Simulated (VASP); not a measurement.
# BN (Qingsongite): cell size and functional, part 2 of 2

Which functional gives which lattice for BN (Qingsongite)? The starting structure is a measured crystal structure from the Crystallography Open Database. The first relaxation on each setting starts from this cell expanded by 3 % in volume.

VASP 6.6.1.

Results so far: PBEsol 5.87 Å³ an atom; LDA 5.75 Å³ an atom; PBE 5.96 Å³ an atom; PBEsol + D3(BJ) 5.81 Å³ an atom.

### 6. Relaxation with r2SCAN

Level of this step: r2SCAN; plane waves and PAW (N, B) (VASP).

r2SCAN adds the kinetic-energy density, costs more than a GGA and is run with LASPH. This run starts from the cell of an earlier relaxation, which isn't shown; the restart sets up the plane waves anew.

Input file INCAR:

```
SYSTEM = BN
PREC = Accurate
ENCUT = 520
EDIFF = 1E-06
NELM = 100
ISMEAR = 0
SIGMA = 0.03
LREAL = .FALSE.
ALGO = Normal
METAGGA = R2SCAN
LASPH = .TRUE.
NBANDS = 10
LORBIT = 11
LWAVE = .FALSE.
LCHARG = .FALSE.
KPAR = 4
IBRION = 2
NSW = 50
ISIF = 3
EDIFFG = -0.006
```

Input file POSCAR:

```
BN
1.0
    0.0000000000      1.8067415948      1.8067415948
    1.8067415948      0.0000000000      1.8067415948
    1.8067415948      1.8067415948      0.0000000000
N B
1 1
Direct
    0.7500000000      0.7500000000      0.7500000000
    0.0000000000      0.0000000000      0.0000000000
```

Input file KPOINTS:

```
Automatic mesh
0
Gamma
10 10 10
0 0 0
```

Potentials, in the order of the species: N and B (PBE family, release 64).

Command:

```bash
mpirun -np 4 vasp_std
```

What it wrote:

```text
[banner, memory and clock lines left out]
running    4 mpi-ranks, on    1 nodes
[...]
[... a notice as in an earlier step ...]

 LDA part: xc-table for (None), standard interpolation
 POSCAR, INCAR and KPOINTS ok, starting setup
[...]
entering main loop
       N       E                     dE             d eps       ncg     rms          rms(c)
DAV:   1     0.749745626742E+01    0.74975E+01   -0.50819E+03   980   0.812E+02
DAV:   2    -0.219106055954E+02   -0.29408E+02   -0.28461E+02  1080   0.179E+02
DAV:   3    -0.224164938950E+02   -0.50589E+00   -0.50527E+00  1094   0.214E+01
DAV:   4    -0.224171689522E+02   -0.67506E-03   -0.67504E-03  1034   0.836E-01
[...]
DAV:  10    -0.191717380912E+02    0.78200E-06   -0.43430E-04  1026   0.175E-01    0.312E-02
DAV:  11    -0.191717392571E+02   -0.11659E-05   -0.42187E-05  1038   0.537E-02    0.834E-03
DAV:  12    -0.191717401775E+02   -0.92036E-06   -0.11884E-06   614   0.106E-02
   1 F= -.19171740E+02 E0= -.19171740E+02  d E =-.191717E+02
[...]
reached required accuracy - stopping structural energy minimisation
```

Wall time 12 s (4 MPI ranks of Intel Xeon Platinum 8375C at 2.90GHz (Ice Lake), shared host); peak memory 0.45 GiB.

Parts of OUTCAR (step 6):

```text
  Total       -0.0105929     -0.0105929     -0.0105929      0.0000000     -0.0000000      0.0000000
  in kB       -1.4388291     -1.4388291     -1.4388291      0.0000000     -0.0000000      0.0000000
  external PRESSURE =      -1.4388291 kB  Pullay stress =       0.0000000 kB

 POSITION                                       TOTAL-FORCE (eV/Angst)
 -----------------------------------------------------------------------------------
      2.71011      2.71011      2.71011         0.000000     -0.000000      0.000000
      0.00000      0.00000      0.00000        -0.000000      0.000000     -0.000000
 -----------------------------------------------------------------------------------
    total drift:                               -0.000000     -0.000000     -0.000000

  FREE ENERGIE OF THE ION-ELECTRON SYSTEM (eV)
  ---------------------------------------------------
  free  energy   TOTEN  =       -19.1717401775 eV

  energy  without entropy=      -19.1717401775  energy(sigma->0) =      -19.17174018

[... 2 parts as in an earlier step ...]

[... 2 further parts left out ...]
[key lines of the parts left out:]
E-fermi :   7.4329
```

With r2SCAN the relaxed cell holds 5.898 Å³ an atom, -0.13 % against the measured cell, with a = 3.613 Å. That is +0.48 % from PBEsol. Pressures at 0.985 and 1.015 times this volume, from two more relaxations that aren't shown, give a bulk modulus of 391.6 GPa.

### 7. Relaxation with r2SCAN + rVV10

rVV10 adds a nonlocal correlation energy for dispersion. This run starts from the cell of an earlier relaxation, which isn't shown; the restart sets up the plane waves anew.

INCAR: that of step 6 with these lines changed.

```diff
@@ -10,2 +10,6 @@
 METAGGA = R2SCAN
+LUSE_VDW = .TRUE.
+IVDW_NL = 2
+BPARAM = 11.95
+CPARAM = 0.0093
 LASPH = .TRUE.
```

Input file POSCAR:

```
BN
1.0
    0.0000000000      1.8053823691      1.8053823691
    1.8053823691      0.0000000000      1.8053823691
    1.8053823691      1.8053823691      0.0000000000
N B
1 1
Direct
    0.7500000000      0.7500000000      0.7500000000
    0.0000000000      0.0000000000      0.0000000000
```

KPOINTS is that of step 6.

Command:

```bash
mpirun -np 4 vasp_std
```

What it wrote:

```text
[banner, memory and clock lines left out]
running    4 mpi-ranks, on    1 nodes
[...]
|                                                                             |
|               ----> ADVICE to this user running VASP <----                  |
|                                                                             |
|     You have switched on vdW-DFT.                                           |
|     This routine was written and supplied by Jiri Klimes. We recommend      |
|     that you carefully read and cite the following publications:            |
|       J. Klimes, D.R. Bowler, A. Michelides                                 |
|          J. Phys.: Cond Matt. 22 022201 (2010)                              |
|       J. Klimes, D.R. Bowler, A. Michelides                                 |
|          Phys. Rev. B. 83, 195131 (2011)                                    |
|     and references therein.                                                 |
|                                                                             |

[...]
DAV:  10    -0.190723853790E+02    0.59508E-05   -0.42868E-04  1028   0.174E-01    0.308E-02
Total rVV10 correction in eV:      0.0990613     8.1610038
Total rVV10 correction in eV:      0.0990613     8.1610038
Total rVV10 correction in eV:      0.0990613     8.1610038
Total rVV10 correction in eV:      0.0990613     8.1610038
DAV:  11    -0.190723860996E+02   -0.72061E-06   -0.39345E-05  1048   0.523E-02    0.830E-03
Total rVV10 correction in eV:      0.0990772     8.1610038
Total rVV10 correction in eV:      0.0990772     8.1610038
Total rVV10 correction in eV:      0.0990772     8.1610038
Total rVV10 correction in eV:      0.0990772     8.1610038
DAV:  12    -0.190723870249E+02   -0.92533E-06   -0.11979E-06   612   0.104E-02
Total rVV10 correction in eV:      0.0990695     8.1610038
Total rVV10 correction in eV:      0.0990695     8.1610038
Total rVV10 correction in eV:      0.0990695     8.1610038
Total rVV10 correction in eV:      0.0990695     8.1610038
Total rVV10 correction in eV:      0.0990747     8.1610038
Total rVV10 correction in eV:      0.0990747     8.1610038
Total rVV10 correction in eV:      0.0990747     8.1610038
Total rVV10 correction in eV:      0.0990747     8.1610038
   1 F= -.19072387E+02 E0= -.19072387E+02  d E =-.190724E+02
[...]
reached required accuracy - stopping structural energy minimisation
```

Wall time 24 s (4 MPI ranks); peak memory 0.66 GiB; 91 s of CPU time.

Parts of OUTCAR (step 7):

```text
  Total       -0.0116116     -0.0116116     -0.0116116     -0.0000000      0.0000000     -0.0000000
  in kB       -1.5807565     -1.5807565     -1.5807565     -0.0000000      0.0000000     -0.0000000
  external PRESSURE =      -1.5807565 kB  Pullay stress =       0.0000000 kB

 POSITION                                       TOTAL-FORCE (eV/Angst)
 -----------------------------------------------------------------------------------
      2.70807      2.70807      2.70807         0.000000      0.000000      0.000000
      0.00000      0.00000      0.00000        -0.000000     -0.000000     -0.000000
 -----------------------------------------------------------------------------------
    total drift:                               -0.000000     -0.000000     -0.000000

  FREE ENERGIE OF THE ION-ELECTRON SYSTEM (eV)
  ---------------------------------------------------
  free  energy   TOTEN  =       -19.0723870249 eV

  energy  without entropy=      -19.0723870249  energy(sigma->0) =      -19.07238702

[... 2 parts as in an earlier step ...]

[... 2 further parts left out ...]
[key lines of the parts left out:]
E-fermi :   7.4479
```

With r2SCAN + rVV10 the relaxed cell holds 5.884 Å³ an atom, -0.35 % against the measured cell, with a = 3.611 Å. That is +0.25 % from PBEsol. Pressures at 0.985 and 1.015 times this volume, from two more relaxations that aren't shown, give a bulk modulus of 394.4 GPa.

### 8. Relaxation with rev-vdW-DF2

rev-vdW-DF2 revises the exchange of vdW-DF2 for solids. This run starts from the cell of an earlier relaxation, which isn't shown; the restart sets up the plane waves anew.

INCAR: that of step 7 with these lines changed.

```diff
@@ -9,7 +9,8 @@
 ALGO = Normal
-METAGGA = R2SCAN
+GGA = MK
+AGGAC = 0
 LUSE_VDW = .TRUE.
-IVDW_NL = 2
-BPARAM = 11.95
-CPARAM = 0.0093
+PARAM1 = 0.1234
+PARAM2 = 0.711357
+ZAB_VDW = -1.8867
 LASPH = .TRUE.
```

Input file POSCAR:

```
BN
1.0
    0.0000000000      1.8091839593      1.8091839593
    1.8091839593      0.0000000000      1.8091839593
    1.8091839593      1.8091839593      0.0000000000
N B
1 1
Direct
    0.7500000000      0.7500000000      0.7500000000
    0.0000000000      0.0000000000      0.0000000000
```

KPOINTS is that of step 7.

Command:

```bash
mpirun -np 4 vasp_std
```

What it wrote:

```text
[banner, memory and clock lines left out]
running    4 mpi-ranks, on    1 nodes
[...]
[... a notice as in an earlier step ...]

 [... a notice as in an earlier step ...]

 LDA part: xc-table for (Slater+PW92), standard interpolation
 POSCAR, INCAR and KPOINTS ok, starting setup
[...]
entering main loop
       N       E                     dE             d eps       ncg     rms          rms(c)
DAV:   1     0.109860400646E+02    0.10986E+02   -0.50203E+03   956   0.785E+02
DAV:   2    -0.165242210488E+02   -0.27510E+02   -0.26507E+02  1154   0.172E+02
DAV:   3    -0.169862970175E+02   -0.46208E+00   -0.46167E+00  1118   0.199E+01
DAV:   4    -0.169868787444E+02   -0.58173E-03   -0.58171E-03  1024   0.759E-01
[...]
DAV:  10    -0.159651970672E+02   -0.44236E-04   -0.83559E-05  1020   0.932E-02    0.133E-02
DAV:  11    -0.159651994502E+02   -0.23829E-05   -0.64990E-06  1062   0.209E-02    0.920E-03
DAV:  12    -0.159651994468E+02    0.33274E-08   -0.13452E-06   558   0.834E-03
   1 F= -.15965199E+02 E0= -.15965199E+02  d E =-.159652E+02
[...]
reached required accuracy - stopping structural energy minimisation
```

Run time: 17 s. Hardware: 4 MPI ranks; peak memory 0.86 GiB; 64 s of CPU time.

Parts of OUTCAR (step 8):

```text
  Total       -0.0002453     -0.0002453     -0.0002453      0.0000000      0.0000000     -0.0000000
  in kB       -0.0331842     -0.0331842     -0.0331842      0.0000000      0.0000000     -0.0000000
  external PRESSURE =      -0.0331842 kB  Pullay stress =       0.0000000 kB

 POSITION                                       TOTAL-FORCE (eV/Angst)
 -----------------------------------------------------------------------------------
      2.71378      2.71378      2.71378        -0.000000     -0.000000     -0.000000
      0.00000      0.00000      0.00000         0.000000      0.000000      0.000000
 -----------------------------------------------------------------------------------
    total drift:                               -0.000000     -0.000000     -0.000000

  FREE ENERGIE OF THE ION-ELECTRON SYSTEM (eV)
  ---------------------------------------------------
  free  energy   TOTEN  =       -15.9651994468 eV

  energy  without entropy=      -15.9651994468  energy(sigma->0) =      -15.96519945

[... 2 parts as in an earlier step ...]

[... 2 further parts left out ...]
[key lines of the parts left out:]
E-fermi :   7.4534
```

With rev-vdW-DF2 the relaxed cell holds 5.922 Å³ an atom, +0.28 % against the measured cell, with a = 3.618 Å. That is +0.88 % from PBEsol. Pressures at 0.985 and 1.015 times this volume, from two more relaxations that aren't shown, give a bulk modulus of 379.1 GPa.

### 9. Relaxation with RPBE

RPBE by itself binds more weakly than PBE and expands cells.

INCAR: that of step 8 with these lines changed.

```diff
@@ -9,9 +9,3 @@
 ALGO = Normal
-GGA = MK
-AGGAC = 0
-LUSE_VDW = .TRUE.
-PARAM1 = 0.1234
-PARAM2 = 0.711357
-ZAB_VDW = -1.8867
-LASPH = .TRUE.
+GGA = RP
 NBANDS = 10
```

Input file POSCAR:

```
BN
1.0
    0.0000000000      1.8253972035      1.8253972035
    1.8253972035      0.0000000000      1.8253972035
    1.8253972035      1.8253972035      0.0000000000
N B
1 1
Direct
    0.7500000000      0.7500000000      0.7500000000
    0.0000000000      0.0000000000      0.0000000000
```

KPOINTS is that of step 8.

Command:

```bash
mpirun -np 4 vasp_std
```

What it wrote:

```text
[... set-up lines as in an earlier step ...]
 entering main loop
       N       E                     dE             d eps       ncg     rms          rms(c)
DAV:   1     0.106551336352E+02    0.10655E+02   -0.50305E+03   964   0.797E+02
DAV:   2    -0.169998864568E+02   -0.27655E+02   -0.26223E+02  1174   0.168E+02
DAV:   3    -0.174892366257E+02   -0.48935E+00   -0.48838E+00  1102   0.197E+01
DAV:   4    -0.174899536402E+02   -0.71701E-03   -0.71700E-03  1040   0.794E-01
[...]
DAV:  10    -0.166268928257E+02   -0.18532E-03   -0.23547E-04   992   0.137E-01    0.155E-02
DAV:  11    -0.166269042768E+02   -0.11451E-04   -0.20565E-05  1100   0.409E-02    0.119E-02
DAV:  12    -0.166269045655E+02   -0.28870E-06   -0.24037E-06   764   0.116E-02
   1 F= -.16626905E+02 E0= -.16626905E+02  d E =-.166269E+02
[...]
N       E                     dE             d eps       ncg     rms          rms(c)
DAV:   1    -0.166286883358E+02   -0.17841E-02   -0.51649E-02   998   0.195E+00    0.305E-01
DAV:   2    -0.166270355156E+02    0.16528E-02   -0.69149E-03  1050   0.562E-01    0.851E-02
DAV:   3    -0.166269647941E+02    0.70721E-04   -0.23404E-04   988   0.135E-01    0.342E-02
DAV:   4    -0.166269435481E+02    0.21246E-04   -0.29347E-05  1040   0.437E-02    0.101E-02
DAV:   5    -0.166269435777E+02   -0.29583E-07   -0.17438E-06   592   0.998E-03
   2 F= -.16626944E+02 E0= -.16626944E+02  d E =-.390122E-04
 trial-energy change:   -0.000039  1 .order   -0.000020   -0.001480    0.001440
 step:   0.5165(harm=  0.5070)  dis= 0.00000  next Energy=   -16.627289 (dE=-0.385E-03)
[...]
N       E                     dE             d eps       ncg     rms          rms(c)
DAV:   1    -0.166277046253E+02   -0.76108E-03   -0.12016E-02  1000   0.941E-01    0.148E-01
DAV:   2    -0.166273145317E+02    0.39009E-03   -0.16356E-03  1042   0.272E-01    0.410E-02
DAV:   3    -0.166272970675E+02    0.17464E-04   -0.53909E-05   988   0.649E-02    0.165E-02
DAV:   4    -0.166272909885E+02    0.60790E-05   -0.68792E-06  1036   0.211E-02    0.484E-03
DAV:   5    -0.166272906561E+02    0.33239E-06   -0.40573E-07   482   0.481E-03
   3 F= -.16627291E+02 E0= -.16627291E+02  d E =-.386091E-03
[...]
reached required accuracy - stopping structural energy minimisation
```

It took 4.4 s on 4 MPI ranks; peak memory 0.48 GiB.

Parts of OUTCAR (step 9):

```text
  Total        0.0008390      0.0008390      0.0008390      0.0000000      0.0000000      0.0000000
  in kB        0.1111000      0.1111000      0.1111000      0.0000000      0.0000000      0.0000000
  external PRESSURE =       0.1111000 kB  Pullay stress =       0.0000000 kB

 POSITION                                       TOTAL-FORCE (eV/Angst)
 -----------------------------------------------------------------------------------
      2.73322      2.73322      2.73322         0.000000     -0.000000      0.000000
      0.00000      0.00000      0.00000        -0.000000      0.000000     -0.000000
 -----------------------------------------------------------------------------------
    total drift:                               -0.000000     -0.000000     -0.000000

  FREE ENERGIE OF THE ION-ELECTRON SYSTEM (eV)
  ---------------------------------------------------
  free  energy   TOTEN  =       -16.6272906561 eV

  energy  without entropy=      -16.6272906561  energy(sigma->0) =      -16.62729066

[... 2 parts as in an earlier step ...]

[... 2 further parts left out ...]
[key lines of the parts left out:]
E-fermi :   7.4431
```

With RPBE the relaxed cell holds 6.050 Å³ an atom, +2.45 % against the measured cell, with a = 3.644 Å. That is +3.07 % from PBEsol. Pressures at 0.985 and 1.015 times this volume, from two more relaxations that aren't shown, give a bulk modulus of 360.9 GPa.

### 10. All runs side by side

```
          level  volume (Å³/atom)  against the measured cell (%)   a (Å)  bulk modulus (GPa)  pressure left (GPa)  core minutes
         PBEsol              5.87                           -0.6  3.6078               387.3                -0.05         0.573
            LDA             5.754                          -2.55   3.584               402.4                -0.13         0.533
            PBE             5.957                           0.87  3.6255               374.0                 0.01          0.48
PBEsol + D3(BJ)              5.81                          -1.62  3.5954               393.9                -0.09         0.467
         r2SCAN             5.898                          -0.13  3.6135               391.6                -0.14          2.41
 r2SCAN + rVV10             5.884                          -0.35  3.6108               394.4                -0.16           5.2
    rev-vdW-DF2             5.922                           0.28  3.6184               379.1                  0.0          4.12
           RPBE              6.05                           2.45  3.6443               360.9                 0.01         0.293
```

Core minutes are wall time times ranks, summed over the relaxations behind a row (those for a bulk modulus apart), on shared hosts.

### 11. Summary of results

| Item | Value |
| --- | --- |
| volume, PBEsol | 5.870 Å³/atom |
| volume, LDA | 5.754 Å³/atom |
| volume, PBE | 5.957 Å³/atom |
| volume, PBEsol + D3(BJ) | 5.810 Å³/atom |
| volume, r2SCAN | 5.898 Å³/atom |
| volume, r2SCAN + rVV10 | 5.884 Å³/atom |
| volume, rev-vdW-DF2 | 5.922 Å³/atom |
| volume, RPBE | 6.050 Å³/atom |

**Reading.** Across 8 levels the volume of BN (Qingsongite) spans 5.1 %, from 5.75 Å³ an atom (LDA) to 6.05 Å³ (RPBE). Against the measured volume of the starting structure, r2SCAN comes nearest (-0.1 %) and LDA lies farthest (-2.6 %). The measured cell holds zero-point expansion and, unless it was taken cold, thermal expansion, which the runs lack, so small differences decide nothing. Adding D3(BJ) to PBEsol changes the volume by -1.0 %. Adding rVV10 to r2SCAN changes the volume by -0.2 %. The bulk modulus goes from 360.9 GPa (RPBE) to 402.4 GPa (LDA). LASPH is on in some of these runs and off in others, which adds a little to the differences. All runs keep the symmetry of the start, so they can't find a distortion of lower symmetry. Further runs on this material are not shown.

[Lines on the potential files, build, host, timing and source positions are cut from VASP's logs without a mark.]

[Logs are printed without paths, hosts, clocks, repeated set-up lines and the standing remarks that a program may print on its own settings, such as how far it seeks lower states.]

[Hosts, paths, dates, database ids (printed as entryN), source tags and the programs' standing remarks are cut or masked in the printed files.]
